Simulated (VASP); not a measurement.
Ga12As11 (a cell with a defect): single point with PBEsol

Ga12As11 (a cell with a defect):

```
Ga As
1.0
     0.00000    8.48055    8.48055
     5.65370    0.00000    5.65370
     5.65370    5.65370    0.00000
Ga As
12 11
Direct
  0.00000 0.00000 0.00000
  0.00000 0.00000 0.50000
  0.00000 0.50000 0.00000
  0.00000 0.50000 0.50000
  0.33333 0.00000 0.00000
  0.33333 0.00000 0.50000
  0.33333 0.50000 0.00000
  0.33333 0.50000 0.50000
  0.66667 0.00000 0.00000
  0.66667 0.00000 0.50000
  0.66667 0.50000 0.00000
  0.66667 0.50000 0.50000
  0.08333 0.12500 0.62500
  0.08333 0.62500 0.12500
  0.08333 0.62500 0.62500
  0.41667 0.12500 0.12500
  0.41667 0.12500 0.62500
  0.41667 0.62500 0.12500
  0.41667 0.62500 0.62500
  0.75000 0.12500 0.12500
  0.75000 0.12500 0.62500
  0.75000 0.62500 0.12500
  0.75000 0.62500 0.62500
```

| Property | Result |
| --- | --- |
| Program | VASP 6.6.1 |
| Task | single point |
| Functional | PBEsol |
| Potentials or basis | VASP PAW PBE potentials, release 64 (Ga_d, As) |
| Cutoff | 350 eV |
| k mesh | 2 × 2 × 2 |
| Occupations | gaussian, width 0.03 eV |
| Spin | collinear spin, ferromagnetic start |
| Starting moments | [0.5, 0.5, 0.5, 0.0, 0.5, 0.0, 0.0, 0.0, 0.0, 0.0, 0.0, 0.0, 0.0, 0.0, 0.0, 0.0, 0.0, 0.0, 0.0, 0.0, 0.0, 0.0, 0.0] μB |

* Largest force: 0.463 eV/Å
* Band gap on the k mesh: 0.13 eV, indirect (least direct gap 0.35 eV)
* Net moment: 0.00 μB per cell
* Valence electrons inside the program's atomic spheres: Ga 11.57, 11.66, 11.55; As 2.81, 2.82, 2.83

Forces in eV/Å, atoms in the order of the input:
```
Ga  -0.098 -0.063 -0.063
Ga   0.139  0.133 -0.193
Ga   0.139 -0.193  0.133
Ga   0.092 -0.067 -0.067
Ga  -0.277  0.223  0.223
Ga  -0.077  0.135 -0.058
Ga  -0.077 -0.058  0.135
Ga   0.055  0.060  0.060
Ga  -0.254  0.135  0.135
Ga  -0.074  0.274 -0.046
Ga  -0.074 -0.046  0.274
Ga   0.101 -0.002 -0.002
As  -0.056 -0.012  0.193
As  -0.056  0.193 -0.012
As  -0.228  0.054  0.054
As   0.333 -0.227 -0.227
As   0.221 -0.259 -0.209
As   0.221 -0.209 -0.259
As   0.007 -0.012 -0.012
As   0.189 -0.038 -0.038
As  -0.122 -0.151  0.145
As  -0.122  0.145 -0.151
As   0.016 -0.015 -0.015
```

Levels at points of the mesh, in eV from the valence-band top:
Spin up:
```tsv
k point	band 102	band 103	band 104	band 105	band 106	band 107	band 108	band 109
(0.00, 0.00, 0.00)	-0.69	-0.26	-0.02	0.00	0.89	1.10	1.19	1.39
(0.50, 0.00, 0.00)	-0.54	-0.51	-0.14	-0.14	0.35	1.24	1.39	1.67
(0.00, 0.50, 0.00)	-0.88	-0.56	-0.43	-0.42	0.35	1.42	1.69	1.89
(0.50, 0.00, 0.50)	-1.13	-0.80	-0.66	-0.23	0.13	0.99	1.88	2.41
(0.00, 0.50, 0.50)	-1.02	-0.85	-0.42	-0.24	0.17	1.13	1.93	2.16
(0.50, 0.50, 0.50)	-1.00	-0.84	-0.73	-0.24	0.20	1.07	1.83	2.35
```
Spin down:
| k point | band 103 | band 104 | band 105 | band 106 | band 107 | band 108 |
| --- | --- | --- | --- | --- | --- | --- |
| (0.00, 0.00, 0.00) | -0.26 | -0.02 | 0.00 | 0.89 | 1.10 | 1.19 |
| (0.50, 0.00, 0.00) | -0.51 | -0.14 | -0.14 | 0.35 | 1.24 | 1.39 |
| (0.00, 0.50, 0.00) | -0.56 | -0.43 | -0.42 | 0.35 | 1.42 | 1.69 |
| (0.50, 0.00, 0.50) | -0.80 | -0.66 | -0.23 | 0.13 | 0.99 | 1.88 |
| (0.00, 0.50, 0.50) | -0.85 | -0.42 | -0.24 | 0.17 | 1.13 | 1.93 |
| (0.50, 0.50, 0.50) | -0.84 | -0.73 | -0.24 | 0.20 | 1.07 | 1.83 |

It took 13 min on 1 thread of Intel(R) Xeon(R) Platinum 8488C (Sapphire Rapids), with other jobs on the host, peak memory 0.75 GiB.

Caveat: the k mesh is coarse (spacing up to 0.48 Å⁻¹), so the values aren't converged; the cell is charged against a uniform background, so pressure and absolute levels hang on convention; the PAW data sets were made with another functional, which shifts forces and pressure a little. Expect the measured gap to be larger: semilocal functionals such as PBEsol lack the derivative discontinuity.
